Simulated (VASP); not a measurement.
## From VASP inputs to Ansatz: BeSe (zincblende)

INCAR

```
IBRION = -1
GGA = PS
NELM = 120
LELF = .TRUE.
LWAVE = .FALSE.
NBANDS = 11
SIGMA = 0.01
LCHARG = .TRUE.
PREC = Accurate
ISMEAR = 0
ENCUT = 520
LREAL = .FALSE.
NSW = 0
EDIFF = 1E-7
ISIF = 2
LASPH = .TRUE.
```

KPOINTS

```
KPOINTS created by Atomic Simulation Environment
0
Gamma
8 8 8
0 0 0
```

KPOINTS_OPT

```
special points
6
Reciprocal
0.0000000000 0.0000000000 0.0000000000 1
0.5000000000 0.0000000000 0.5000000000 1
0.5000000000 0.2500000000 0.7500000000 1
0.3750000000 0.3750000000 0.7500000000 1
0.5000000000 0.5000000000 0.5000000000 1
0.6250000000 0.2500000000 0.6250000000 1
```

POSCAR

```
Be Se
 1.0000000000000000
    -0.0000000000000000    2.5810353740689878    2.5810353740689878
     2.5810353740689878    0.0000000000000000    2.5810353740689878
     2.5810353740689878    2.5810353740689878    0.0000000000000000
 Be  Se
   1   1
Cartesian
  0.0000000000000000  0.0000000000000000  0.0000000000000000
  1.2905176870344939  1.2905176870344939  1.2905176870344939
```

VASP ran with the recommended PBE PAW datasets (8 valence electrons in the cell).

Task: Translate these files to an Ansatz input.

Result: 

```yaml
crystal:
  lattice:
    - [0.0, 2.5810353741, 2.5810353741]
    - [2.5810353741, 0.0, 2.5810353741]
    - [2.5810353741, 2.5810353741, 0.0]
  atoms:
    - { symbol: Be, position: [0.0, 0.0, 0.0] }
    - { symbol: Se, position: [0.25, 0.25, 0.25] }
kpoints:
  mp_grid: { grid: [8, 8, 8] }
  band_path:
    path:
      - [0.0, 0.0, 0.0]
      - [0.5, 0.0, 0.5]
      - [0.5, 0.25, 0.75]
      - [0.375, 0.375, 0.75]
      - [0.5, 0.5, 0.5]
      - [0.625, 0.25, 0.625]
    npoints: 1
hamiltonian:
  xc: pbesol
scf:
  occupations: { method: fixed }
  n_extra_bands: 4
output:
  forces: true
  stress: true
  eigenvalues: true
```

Other inputs would serve too.

|  | VASP | Ansatz |
| --- | --- | --- |
| gap between bands v and c | 2.49 eV | 2.51 eV |
| least direct gap | 4.15 eV | 4.14 eV |
| pressure | -1.2 GPa | -1.5 GPa |

Each program uses its own PAW datasets. VASP's cell holds 8 valence electrons and Ansatz's 18. Ansatz's stress includes a Pulay correction; VASP's doesn't.
